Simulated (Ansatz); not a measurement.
Crystal: InPd.

```
In Pd
1.0
     0.00000    2.74607    2.74607
     2.74607    0.00000    2.74607
     2.74607    2.74607    0.00000
In Pd
1 1
Direct
  0.00000 0.00000 0.00000
  0.50000 0.50000 0.50000
```

The cell was built by a generator and needn't be a form met in nature.

| Quantity | Value |
| --- | --- |
| Program | Ansatz 0.2.0 |
| Task | relaxation of cell and atoms |
| Functional | RPBE |
| Potentials or basis | Ansatz PAW |
| Cutoff | 420 eV (not typed: the program's choice for these potentials) |
| k mesh | 8 × 8 × 8 |
| Occupations | fermi-dirac, width 0.05 eV |
| Spin | no spin polarisation |

At the start: volume 20.71 Å³/atom.

How do energy, volume and symmetry change on relaxing?

It ends after 5 steps and the volume is 21.48 Å³/atom (+3.7 %); space group Fm-3m (No. 225, to 0.05 Å).

Step by step:
```tsv
step	energy change (eV)	largest force (eV/Å)	volume (Å³)
1	0.0000	0.0000	41.42
2	-0.0072	0.0000	44.02
3	-0.0131	0.0000	43.06
4	-0.0132	0.0000	42.97
5	-0.0139	0.0000	42.97
```

Final structure:
```cif
data_structure
_symmetry_space_group_name_H-M 'P 1'
_symmetry_Int_Tables_number 1
_cell_length_a 3.9314
_cell_length_b 3.9314
_cell_length_c 3.9314
_cell_angle_alpha 60.000
_cell_angle_beta 60.000
_cell_angle_gamma 60.000
_cell_volume 42.97
loop_
_atom_site_label
_atom_site_type_symbol
_atom_site_fract_x
_atom_site_fract_y
_atom_site_fract_z
_atom_site_occupancy
In1 In 0.00000 0.00000 0.00000 1
Pd1 Pd 0.50000 0.50000 0.50000 1
```

Caveat: the plane-wave basis is chosen anew once the cell has moved, so the energies of steps on either side of that aren't comparable; the PAW data sets come from PBE, with cores solved anew for the run's functional, which leaves a small shift of forces and pressure.
